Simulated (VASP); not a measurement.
Crystal: Cu2O (Cuprite).

```
Cu O
1.0
     4.26000    0.00000    0.00000
     0.00000    4.26000    0.00000
     0.00000    0.00000    4.26000
Cu O
4 2
Direct
  0.25000 0.25000 0.25000
  0.25000 0.75000 0.75000
  0.75000 0.75000 0.25000
  0.75000 0.25000 0.75000
  0.00000 0.00000 0.00000
  0.50000 0.50000 0.50000
```

* Program: VASP 6.6.1
* Task: relaxation of cell and atoms
* Functional: PBEsol
* Potentials or basis: VASP PAW PBE potentials, release 64 (Cu, O)
* Cutoff: 600 eV
* k mesh: 6 × 6 × 6
* Occupations: gaussian, width 0.03 eV
* Spin: no spin polarisation

At the start: pressure -2.5 GPa; volume 12.88 Å³/atom.

Q: Where does the relaxation end?

A: Over 3 steps the energy falls by 2.1 meV/atom and the volume is 12.62 Å³/atom (-2.0 %); space group Pn-3m (No. 224, to 0.05 Å).

Step by step:
| step | energy change (eV) | largest force (eV/Å) | pressure (GPa) | volume (Å³) |
| --- | --- | --- | --- | --- |
| 1 | 0.0000 | 0.0000 | -2.52 | 77.31 |
| 2 | -0.0099 | 0.0000 | 1.14 | 75.07 |
| 3 | -0.0125 | 0.0000 | 0.04 | 75.75 |

Final structure:
```
Cu O
1.0
     4.23113    0.00000    0.00000
     0.00000    4.23113    0.00000
     0.00000    0.00000    4.23113
Cu O
4 2
Direct
  0.25000 0.25000 0.25000
  0.25000 0.75000 0.75000
  0.75000 0.75000 0.25000
  0.75000 0.25000 0.75000
  0.00000 0.00000 0.00000
  0.50000 0.50000 0.50000
```

Caveat: the PAW data sets were made with another functional, which shifts forces and pressure a little.
